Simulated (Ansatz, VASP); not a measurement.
# Rh: VASP beside Ansatz

INCAR

```
SYSTEM = Rh
PREC = Accurate
ENCUT = 520
EDIFF = 1E-6
ISMEAR = 0
SIGMA = 0.15
LREAL = .False.
LASPH = .True.
NELM = 80
ALGO = Fast
ISIF = 2
LWAVE = .False.
LCHARG = .False.
GGA = PS
NBANDS = 14
```

Contents of KPOINTS:

```
regular mesh
0
Gamma
  22 22 22
  0 0 0
```

File POSCAR:

```
Rh
1.0
    0.0000000000      1.8445035000      1.9300732500
    1.8445035000      0.0000000000      1.9300732500
    1.8445035000      1.8445035000      0.0000000000
Rh
1
Direct
    0.0000000000      0.0000000000      0.0000000000
```

Input for Ansatz:

```yaml
crystal:
  lattice:
    - [0.0, 1.8445035, 1.93007325]
    - [1.8445035, 0.0, 1.93007325]
    - [1.8445035, 1.8445035, 0.0]
  atoms:
    - { symbol: Rh, position: [0.0, 0.0, 0.0] }
basis:
  ecutwfc: 420
kpoints:
  mp_grid: { grid: [22, 22, 22] }
hamiltonian:
  xc: pbesol
scf:
  occupations: { method: gaussian, width: 0.15 }
output:
  forces: true
  stress: true
  eigenvalues: true
  write_density: true
  write_potential: true
  elf: true
  volumetric_format: npy
```

Change from the starting cell: strain -0.030 along x and y, +0.015 along z, atoms carried along.

Alike in both runs: task single point; functional PBEsol; k mesh 22 × 22 × 22; occupations gaussian, width 0.15 eV; no spin polarisation.

|  | VASP | Ansatz |
| --- | --- | --- |
| version | VASP 6.6.1 | Ansatz 0.2.0 |
| potentials or method | VASP PAW PBE potentials, release 64 (Rh_pv) | scalar-relativistic, plane waves, PAW |
| plane-wave cutoff (eV) | 520 | 420 |
| valence electrons in the cell | 15 | 17 |

Ansatz gave:

| Item | Value |
| --- | --- |
| gap on the k mesh at the Fermi level (eV) | none |
| pressure (GPa) | 9.3 |
| largest component of the traceless stress (GPa) | 8.79 |

Question: What did VASP give for the same quantities?

Answer: gap on the k mesh at the Fermi level (eV): none; pressure (GPa): 9.2; largest component of the traceless stress (GPa): 8.77.

A gap of «none» marks a metal or a gap that the smearing closes. With one functional, cell and mesh, what is left measures potentials, basis and numerics. The two sets of potentials don't hold the same shells in valence.

Caveats: the PAW data sets were made with another functional, which shifts forces and pressure a little (VASP).
